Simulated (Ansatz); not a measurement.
**Mg: a listed cell, distorted in several ways**

A set of self-consistent runs on Mg under further strains and shifts, distortions that keep the symmetry, to map its energy surface near the listed cell.

Program: Ansatz 0.2.0. Level of theory: DFT PBE, scalar-relativistic, plane waves, PAW. These are calculated values, not measurements.

## Step 1: The starting structure

It takes space group Fm-3m (No. 225, cubic). Conventional cell: a = 4.489 Å, b = 4.489 Å, c = 4.489 Å, α = 90.00°, β = 90.00°, γ = 90.00°. Mg (site symmetry m-3m) is surrounded by 12 Mg at 3.17 Å.

As a file:

```xyz
1
Lattice="0.0000 2.2443 2.2443 2.2443 0.0000 2.2443 2.2443 2.2443 0.0000" Properties=species:S:1:pos:R:3 pbc="T T T"
Mg    0.0000    0.0000    0.0000
```

The structure comes from the Materials Project (structure only).

## Step 2: A change within a subgroup

Against the listed cell: strain xx, yy, zz, yz, xz, xy = +0.2, +0.2, +0.2, -4.0, -4.0, +4.0 %.

input.yaml reads:

```yaml
crystal:
  lattice:
    - [0.0, 2.1583009952, 2.1583009952]
    - [2.1583009952, 0.0, 2.1583009952]
    - [2.3378414752, 2.3378414752, -0.17954048]
  atoms:
    - { symbol: Mg, position: [0.0, 0.0, 0.0] }
basis:
  ecutwfc: 420
kpoints:
  mp_grid: { grid: [15, 15, 14] }
hamiltonian:
  xc: pbe
scf:
  occupations: { method: gaussian, width: 0.1 }
output:
  forces: true
  stress: true
  eigenvalues: true
  populations: true
```

The run is started by

```bash
> ansatz run input.yaml --threads 1 --pin off --max-ram 1331MiB --backend cpu --events-out ev --progress --plain --runs-dir out
```

## Step 3: A distortion that keeps the symmetry

input.yaml reads:

```yaml
crystal:
  lattice:
    - [0.0, 2.1839752838, 2.1839752838]
    - [2.1839752838, 0.0, 2.1839752838]
    - [2.1839752838, 2.1839752838, 0.0]
  atoms:
    - { symbol: Mg, position: [0.0, 0.0, 0.0] }
basis:
  ecutwfc: 420
kpoints:
  mp_grid: { grid: [16, 16, 16] }
hamiltonian:
  xc: pbe
scf:
  occupations: { method: gaussian, width: 0.1 }
output:
  forces: true
  stress: true
  eigenvalues: true
  populations: true
```

## Step 4: A distortion of lower symmetry

input.yaml reads:

```yaml
crystal:
  lattice:
    - [0.02244256, 2.2081010358, 2.231912592]
    - [2.2055874691, 0.02244256, 2.231912592]
    - [2.2280300291, 2.2305435958, 0.0]
  atoms:
    - { symbol: Mg, position: [0.0, 0.0, 0.0] }
basis:
  ecutwfc: 420
kpoints:
  mp_grid: { grid: [14, 14, 14] }
hamiltonian:
  xc: pbe
scf:
  occupations: { method: gaussian, width: 0.1 }
output:
  forces: true
  stress: true
  eigenvalues: true
```

## Step 5: A change within the space group

input.yaml reads:

```yaml
crystal:
  lattice:
    - [0.0, 2.3299416941, 2.3299416941]
    - [2.3299416941, 0.0, 2.3299416941]
    - [2.3299416941, 2.3299416941, 0.0]
  atoms:
    - { symbol: Mg, position: [0.0, 0.0, 0.0] }
basis:
  ecutwfc: 420
kpoints:
  mp_grid: { grid: [16, 16, 16] }
hamiltonian:
  xc: pbe
scf:
  occupations: { method: gaussian, width: 0.1 }
output:
  forces: true
  stress: true
  eigenvalues: true
  populations: true
```

## Step 6: A change within a subgroup

input.yaml reads:

```yaml
crystal:
  lattice:
    - [-0.0110417395, 2.0712238624, 1.9689531165]
    - [2.3184511034, -0.2582689805, 2.2161803574]
    - [2.0601821229, 2.0601821229, 0.0]
  atoms:
    - { symbol: Mg, position: [0.0, 0.0, 0.0] }
basis:
  ecutwfc: 420
kpoints:
  mp_grid: { grid: [16, 16, 16] }
hamiltonian:
  xc: pbe
scf:
  occupations: { method: gaussian, width: 0.1 }
output:
  forces: true
  stress: true
  eigenvalues: true
```

## Step 7: A change within a subgroup

input.yaml reads:

```yaml
crystal:
  lattice:
    - [0.04488512, 2.2992178294, 2.2992178294]
    - [2.2992178294, 0.04488512, 2.2992178294]
    - [2.2992178294, 2.2992178294, 0.04488512]
  atoms:
    - { symbol: Mg, position: [0.0, 0.0, 0.0] }
basis:
  ecutwfc: 420
kpoints:
  mp_grid: { grid: [15, 15, 15] }
hamiltonian:
  xc: pbe
scf:
  occupations: { method: gaussian, width: 0.1 }
output:
  forces: true
  stress: true
  eigenvalues: true
```

## Step 8: A change within the space group

input.yaml reads:

```yaml
crystal:
  lattice:
    - [0.0, 2.3507683898, 2.3507683898]
    - [2.3507683898, 0.0, 2.3507683898]
    - [2.3507683898, 2.3507683898, 0.0]
  atoms:
    - { symbol: Mg, position: [0.0, 0.0, 0.0] }
basis:
  ecutwfc: 420
kpoints:
  mp_grid: { grid: [16, 16, 16] }
hamiltonian:
  xc: pbe
scf:
  occupations: { method: gaussian, width: 0.1 }
output:
  forces: true
  stress: true
  eigenvalues: true
```

## Step 9: A change within the space group

input.yaml, as its differences from that of step 8:

```diff
@@ -2,5 +2,5 @@
   lattice:
-    - [0.0, 2.3507683898, 2.3507683898]
-    - [2.3507683898, 0.0, 2.3507683898]
-    - [2.3507683898, 2.3507683898, 0.0]
+    - [0.0, 2.2942804662, 2.2942804662]
+    - [2.2942804662, 0.0, 2.2942804662]
+    - [2.2942804662, 2.2942804662, 0.0]
   atoms:
```

## Step 10: A distortion that keeps the symmetry

input.yaml, as its differences from that of step 9:

```diff
@@ -2,5 +2,5 @@
   lattice:
-    - [0.0, 2.2942804662, 2.2942804662]
-    - [2.2942804662, 0.0, 2.2942804662]
-    - [2.2942804662, 2.2942804662, 0.0]
+    - [0.0, 2.3118754333, 2.3118754333]
+    - [2.3118754333, 0.0, 2.3118754333]
+    - [2.3118754333, 2.3118754333, 0.0]
   atoms:
```

Q: Predict the outcome of this session. Wanted: for each run, case; energy; pressure; largest force.

**Answer**, as computed:

```
step                                  case  energy (meV/atom)  pressure (GPa)  largest force (eV/Å)  gap on the mesh (eV)
   2            a change within a subgroup               +0.0             1.5                  0.00                  0.00
   3  a distortion that keeps the symmetry              -4.6*             4.5                  0.00                  0.00
   4        a distortion of lower symmetry             -28.6*             2.6                  0.00                  0.00
   5       a change within the space group             -15.0*            -2.7                  0.00                  0.00
   6            a change within a subgroup            +121.0*             8.8                  0.00                  0.00
   7            a change within a subgroup             -33.1*            -0.7                  0.00                  0.00
   8       a change within the space group              -2.3*            -3.3                  0.00                  0.00
   9       a change within the space group             -29.7*            -1.4                  0.00                  0.00
  10  a distortion that keeps the symmetry             -23.6*            -2.1                  0.00                  0.00
```

Energies are counted from step 2, with the smearing taken to zero; a star marks another k mesh, which can shift energies by itself, so starred rows don't rank against the others. A gap of 0.00 means none on the mesh at this level.

In words: The pressure is 8.8 GPa in the smallest cell and -3.3 GPa in the largest; between them shape and moved atoms count too. The distorted cells of the listed formula and level show no gap on the mesh.
